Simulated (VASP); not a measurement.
## TaC: single point with PBEsol

Crystal: TaC.

```xyz
2
Lattice="0.0000 2.2339 2.2339 2.2339 0.0000 2.2339 2.2339 2.2339 0.0000" Properties=species:S:1:pos:R:3 pbc="T T T"
Ta    0.0000    0.0000    0.0000
C     2.2339    2.2339    2.2339
```

The cell is a database's computed one.

* Program: VASP 6.6.1
* Task: single point
* Functional: PBEsol
* Potentials or basis: VASP PAW PBE potentials, release 64 (Ta_pv, C)
* Cutoff: 520 eV
* k mesh: 16 × 16 × 16
* Occupations: gaussian, width 0.1 eV
* Spin: no spin polarisation
* Further INCAR settings: ALGO = Fast; EDIFF = 1e-06; NBANDS = 14

```json
{"Pressure": "-5.5 GPa", "Band gap on the k mesh": "none (metal or under the smearing width)"}
```

Levels at points of the mesh, in eV from the Fermi level:
```csv
k point,band 4,band 5,band 6,band 7,band 8,band 9,band 10,band 11,band 12,band 13
"(0.00, 0.00, 0.00)",-14.70,-1.32,-1.32,-1.32,-0.40,-0.40,-0.40,0.66,0.66,6.54
"(0.50, 0.00, 0.00)",-10.25,-8.67,-5.40,-5.40,2.71,2.71,3.68,5.39,9.92,9.92
"(0.50, 0.50, 0.00)",-12.57,-4.57,-4.51,-1.70,-1.70,2.60,4.07,4.07,6.77,8.07
```

Wall time 23 s on 1 thread of AMD EPYC 9R45 96-Core Processor (Zen 5), on a shared host, peak memory 0.14 GiB.

Caveat: the PAW data sets were made with another functional, which shifts forces and pressure a little. Spin-orbit coupling is left out, which matters for the levels of Ta.
